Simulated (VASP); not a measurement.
Write the native input for VASP 6.6.1 that does the following.

```
Task                   : single point
Functional             : PBEsol
Potentials or basis    : VASP PAW PBE potentials, release 64 (Ti_sv)
Cutoff                 : 520 eV
k mesh                 : 15 × 15 × 15
Occupations            : fermi-dirac, width 0.1 eV
Spin                   : no spin polarisation
Dipole correction      : no
Further INCAR settings : ALGO = Fast; EDIFF = 1e-06; NBANDS = 12
```

The structure of Ti lies in POSCAR:

```
Ti
1.0
   -1.5399795871      1.5399795871      1.5399795871
    1.5399795871     -1.5399795871      1.5399795871
    1.5399795871      1.5399795871     -1.5399795871
Ti
1
Direct
    0.0000000000      0.0000000000      0.0000000000
```

This isn't the form of Ti at room conditions, which is hcp.

One way to write it, as run:

INCAR

```
PREC = Accurate
ENCUT = 520
EDIFF = 1E-6
ISMEAR = -1
SIGMA = 0.1
LREAL = F
LASPH = T
NELM = 80
ALGO = Fast
ISIF = 2
LWAVE = F
LCHARG = F
GGA = PS
NBANDS = 12
```

KPOINTS

```
Automatic mesh
0
Gamma
  15 15 15
```

Potentials or basis: VASP PAW PBE potentials, release 64 (Ti_sv).

Run with:

```console
$ cat potpaw_PBE.64/Ti_sv/POTCAR > POTCAR
$ mpirun -np 1 vasp_std > vasp.out
```

Results of the run:

```json
{
  "Pressure": "17.0 GPa",
  "Band gap on the k mesh": "none (metal or under the smearing width)"
}
```

Caveat: so large a pressure means that the cell lies far from this level's equilibrium, or that cutoff or potentials fall short; the potentials were made for another functional, which shifts forces and pressure.

It took 16 s on 1 thread of AMD EPYC 9R45 96-Core Processor (Zen 5), with other jobs on the host, peak memory 0.11 GiB.
